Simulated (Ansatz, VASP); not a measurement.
Two plane-wave programs on Se

File INCAR:

```
PREC = Accurate
ENCUT = 520
EDIFF = 1E-7
ISMEAR = 1
SIGMA = 0.27211386245988
LREAL = False
LASPH = True
NELM = 80
ALGO = Normal
ISIF = 2
LWAVE = False
LCHARG = False
GGA = PE
NBANDS = 9
```

KPOINTS

```
regular mesh
0
Gamma
  10 10 10
```

File POSCAR:

```
Se
1.0
   -1.7034486149      1.7034486149      1.7034486149
    1.7034486149     -1.7034486149      1.7034486149
    1.7034486149      1.7034486149     -1.7034486149
Se
1
Direct
    0.0000000000      0.0000000000      0.0000000000
```

Input for Ansatz:

```yaml
crystal:
  lattice:
    - [-1.7034486149, 1.7034486149, 1.7034486149]
    - [1.7034486149, -1.7034486149, 1.7034486149]
    - [1.7034486149, 1.7034486149, -1.7034486149]
  atoms:
    - { symbol: Se, position: [0.0, 0.0, 0.0] }
basis:
  ecutwfc: 420
kpoints:
  mp_grid: { grid: [10, 10, 10] }
hamiltonian:
  xc: pbe
scf:
  occupations: { method: cold, width: "0.02 Ry" }
output:
  forces: true
  stress: true
  eigenvalues: true
```

Alike in both runs: task single point; functional PBE; k mesh 10 × 10 × 10; no spin polarisation.

|  | VASP | Ansatz |
| --- | --- | --- |
| version | VASP 6.6.1 | Ansatz 0.2.0 |
| potentials or method | VASP PAW PBE potentials, release 64 (Se) | scalar-relativistic, plane waves, PAW |
| plane-wave cutoff (eV) | 520 | 420 |
| occupations | methfessel-paxton of order 1, width 0.272114 eV | cold |
| valence electrons in the cell | 6 | 16 |

```tsv
	VASP	Ansatz	Ansatz less VASP
gap on the k mesh at the Fermi level (eV)	none	none	-
pressure (GPa)	2.2	2.3	+0.03
```

A gap of «none» marks a metal or a gap that the smearing closes. The two sets of potentials don't hold the same shells in valence.
